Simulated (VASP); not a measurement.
Br:

```
Br
1.0
    -1.28677    1.72000    3.57799
     1.28677   -1.72000    3.57799
     1.28677    1.72000   -3.57799
Br
1
Direct
  0.00000 0.00000 0.00000
```

```yaml
Program: VASP 6.6.1
Task: single point
Functional: PBE
Potentials_or_basis: VASP PAW PBE potentials, release 64 (Br)
Cutoff: 520 eV
k_mesh: 13 × 13 × 13
Occupations: fermi-dirac, width 0.05 eV
Spin: no spin polarisation
```

On this cell: pressure 1.1 GPa; band gap on the k mesh none (metal or under the smearing width).

The same run follows on a disturbed copy (cell strained at random at fixed volume):

```
Br
1.0
    -1.29089    1.68969    3.57066
     1.27938   -1.74206    3.59169
     1.29557    1.74556   -3.59583
Br
1
Direct
  0.99744 0.98278 0.98644
```

**Question.** What changes?

**Answer.** The energy (extrapolated to zero smearing) moves by +0.1 meV/atom; pressure 1.1 GPa; band gap on the k mesh none (metal or under the smearing width).

Stress tensor (GPa, compression positive):
```
 0.87 -0.02  0.01
-0.02  1.21  0.04
 0.01  0.04  1.15
```

Caveats: an odd number of electrons without spin polarisation forces a metal; a magnetic or distorted state may lie lower.
